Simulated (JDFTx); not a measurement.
N under changes of volume

One of the cells (26.341 Å³/atom); the others are scaled copies at fixed shape and fractional positions:

```
CELL_PARAMETERS angstrom
4.16723 0.00000 0.00000
-2.08362 3.60893 0.00000
0.00000 0.00000 7.00600
ATOMIC_POSITIONS crystal
N 0.66667 0.33333 0.67107
N 0.66667 0.33333 0.82893
N 0.33333 0.66667 0.17107
N 0.33333 0.66667 0.32893
```

- Program: JDFTx 1.7.0 (patched build)
- Functional: PBE
- Potentials or basis: PseudoDojo-SR-PBE-0.5-standard
- Cutoff: 1143 eV
- Density cutoff: 9143 eV
- k mesh: 7 × 7 × 4
- Occupations: fermi-dirac, width 0.05 eV
- Spin: no spin polarisation

| volume (Å³/atom) | energy over the lowest point (meV/atom) | pressure (GPa) | gap on the mesh (eV) | largest force (eV/Å) |
| --- | --- | --- | --- | --- |
| 24.761 | 17.21 | 3.9 | 7.22 | 2.942 |
| 25.288 | 6.98 | 2.4 | 7.17 | 1.752 |
| 25.814 | ? | ? | ? | ? |
| 26.341 | 0.00 | -0.2 | 7.07 | 0.402 |
| 26.868 | 2.45 | -1.3 | 7.02 | 1.377 |
| 27.395 | 8.40 | -2.3 | 6.97 | 2.291 |
| 27.922 | 17.52 | -3.2 | 6.92 | 3.147 |

Problem. What does the run at 25.814 Å³/atom give?

Solution. Energy over the lowest point 1.39 meV/atom; pressure 1.0 GPa; gap on the mesh 7.12 eV; largest force 0.639 eV/Å.

Worked out: A Birch-Murnaghan fit of order 3 (a polynomial in V^(-2/3)) to the other rows has its minimum at 26.26 Å³/atom with B0 = V·E''(V) = 59 GPa and B' = 3.7 at fixed shape and positions, which overstates the stiffness. It gives 1.39 meV/atom at 25.814 Å³/atom, against the run's 1.39, and -dE/dV = 1.0 GPa, against 1.0. A straight line through the other rows of the gap, of slope -2.49 eV per unit of ln V, gives 7.12 eV, against the run's 7.12.

Caveats: an odd mesh through Γ misses points on the zone boundary, where band edges often lie; forces of over 1 eV/Å show positions far from the minimum, so gaps and moduli don't describe the material at rest (some runs).
